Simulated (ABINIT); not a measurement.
ZrS2:

```
CELL_PARAMETERS angstrom
3.69138 0.00000 0.00000
-1.84569 3.19683 0.00000
0.00000 0.00000 6.04108
ATOMIC_POSITIONS crystal
Zr 0.00000 0.00000 0.00000
S 0.33333 0.66667 0.23791
S 0.66667 0.33333 0.76209
```

The cell is a database's computed one.

Base run:

| Property | Result |
| --- | --- |
| Program | ABINIT 10.8.3 (patched build) |
| Functional | PBE |
| Potentials or basis | SPMS NC PBE v1.0 |
| Cutoff | 490 eV |
| k mesh | 6 × 6 × 4 |
| Occupations | fixed |
| Spin | no spin polarisation |

Its results: band gap on the k mesh 1.06 eV, indirect (least direct gap 1.62 eV); pressure 0.6 GPa; largest force 0.078 eV/Å.

**Question.** The run is repeated on the same cell with these changes: functional from PBE to PBE0. What comes out?

**Answer.** Band gap on the k mesh 2.57 eV, indirect (least direct gap 3.23 eV); pressure -0.7 GPa; largest force 0.134 eV/Å.

PBE0 gives the wider gap, since exact exchange removes part of the self-interaction.

Caveats: this functional lacks dispersion, which binds the layers, so the pressure and a relaxed spacing across them are unreliable; the potentials were made for another functional, which shifts forces and pressure (some runs).

A k mesh can miss the band edges.
